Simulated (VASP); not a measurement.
Write the native input for VASP 6.6.1 that does the following.

```yaml
Task: band structure
Functional: PBEsol
Potentials_or_basis: VASP PAW PBE potentials, release 64 (Mo_sv, S)
Cutoff: 520 eV
k_mesh: 10 × 10 × 2
Occupations: gaussian, width 0.02 eV
Spin: no spin polarisation
Ladder: gaps
Further_INCAR_settings: ALGO = Fast; EDIFF = 1e-06; NBANDS = 35
```

The structure of MoS2 lies in POSCAR:

```
MoS2
1.0
    3.1845414560      0.0000000000      0.0000000000
   -1.5922707280      2.7578938003      0.0000000000
    0.0000000000      0.0000000000     21.6705347200
Mo S
2 4
Direct
    0.3333333333      0.6666666667      0.8511602300
    0.6666666667      0.3333333333      0.1488397700
    0.6666666667      0.3333333333      0.7796253900
    0.3333333333      0.6666666667      0.0772510000
    0.6666666667      0.3333333333      0.9227490000
    0.3333333333      0.6666666667      0.2203746100
```

These files were run (other wordings do the same):

INCAR

```
SYSTEM = MoS2
PREC     = Accurate       ! precision mode
ENCUT    = 520            ! plane-wave cutoff, eV
EDIFF    = 1E-6           ! SCF threshold, eV
ISMEAR   = 0              ! smearing method
SIGMA    = 0.02           ! smearing width, eV
LREAL    = .False.        ! projectors in reciprocal space
LASPH    = .True.         ! aspherical terms in the spheres
NELM     = 100            ! most SCF steps
ALGO     = Fast           ! electronic algorithm
ISIF     = 2              ! what is computed and relaxed
LWAVE    = .False.        ! write WAVECAR
LCHARG   = .False.        ! write CHGCAR
LMAXMIX  = 4              ! l up to which the mixer works
GGA      = PS             ! functional
NBANDS   = 35             ! bands
KPAR     = 2
```

KPOINTS

```
regular mesh
0
Gamma
  10 10 2
  0 0 0
```

KPOINTS_OPT

```
path GMKGALHA,LM,KH
10
line-mode
reciprocal
 0.0000000000  0.0000000000  0.0000000000  G
 0.5000000000  0.0000000000  0.0000000000  M

 0.5000000000  0.0000000000  0.0000000000  M
 0.3333333333  0.3333333333  0.0000000000  K

 0.3333333333  0.3333333333  0.0000000000  K
 0.0000000000  0.0000000000  0.0000000000  G

 0.0000000000  0.0000000000  0.0000000000  G
 0.0000000000  0.0000000000  0.5000000000  A

 0.0000000000  0.0000000000  0.5000000000  A
 0.5000000000  0.0000000000  0.5000000000  L

 0.5000000000  0.0000000000  0.5000000000  L
 0.3333333333  0.3333333333  0.5000000000  H

 0.3333333333  0.3333333333  0.5000000000  H
 0.0000000000  0.0000000000  0.5000000000  A

 0.5000000000  0.0000000000  0.5000000000  L
 0.5000000000  0.0000000000  0.0000000000  M

 0.3333333333  0.3333333333  0.0000000000  K
 0.3333333333  0.3333333333  0.5000000000  H
```

Potentials or basis: VASP PAW PBE potentials, release 64 (Mo_sv, S).

Run with:

```bash
$ cat potpaw_PBE.64/Mo_sv/POTCAR potpaw_PBE.64/S/POTCAR > POTCAR
$ mpirun -np 2 vasp_std > vasp.out
```

Results of the run:

```yaml
Largest_force: 0.131 eV/Å
Band_gap_on_the_k_mesh: 1.39 eV, indirect (least direct gap 1.90 eV)
Band_gap_along_the_path: 1.25 eV, indirect (least direct gap 1.64 eV)
```

Caveat: the PAW data sets were made with another functional, which shifts forces and pressure a little.

Run time: 3.8 min on 2 MPI ranks on Intel(R) Xeon(R) Platinum 8488C (Sapphire Rapids), with other jobs on the host, peak memory 0.47 GiB a rank.
